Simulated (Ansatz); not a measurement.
## One structure, 3 elements: ZnO3, ZnS3, ZnSe3

Plane-wave DFT in Ansatz with scalar-relativistic PAW potentials, cutoff 420 eV, Γ-centred meshes chosen by cell and gap, Gaussian smearing with energies taken to zero width. Every cell was relaxed (cell and atoms) in a run of its own, within the symmetry of its start. Functional: PBE.

All members share space group Pm-3m and the same sites; only the element on one set of sites changes (O, S, Se). Members needn't be the stable form of their composition. Energies over the elements, where given, are against the elements' standard states in the same functional (H₂, N₂, O₂ and halogens uncorrected, Hg as a solid). The first member:

Space group Pm-3m (No. 221). a = 3.393 Å, b = 3.393 Å, c = 3.393 Å, α = 90.00°, β = 90.00°, γ = 90.00°
```tsv
atom	site	symmetry	x	y	z
Zn	1a	m-3m	0.0000	0.0000	0.0000
O	3c	4/mm.m	0.0000	0.5000	0.5000
```

**Question.** How do size, gap and binding change down the group?

**Answer.**
| compound | V (Å³/atom) | a (Å) | energy over elements (eV/atom) | largest moment (μB) |
| --- | --- | --- | --- | --- |
| ZnO3 | 9.76 | 3.393 | 0.747 | 1.32 |
| ZnS3 | 16.67 | 4.055 | 0.784 | no spin |
| ZnSe3 | 20.26 | 4.327 | 0.485 | no spin |

Over the series the volume grows at each step down the group; all are metallic on the mesh; none is bound against its elements in this structure, and Se comes closest.

Spin polarisation was left out for ZnS3, ZnSe3 (a zero moment there is imposed), and a magnetic state may lie lower. Magnetic cells started from one order each; another order can shift an energy by tens of meV per atom.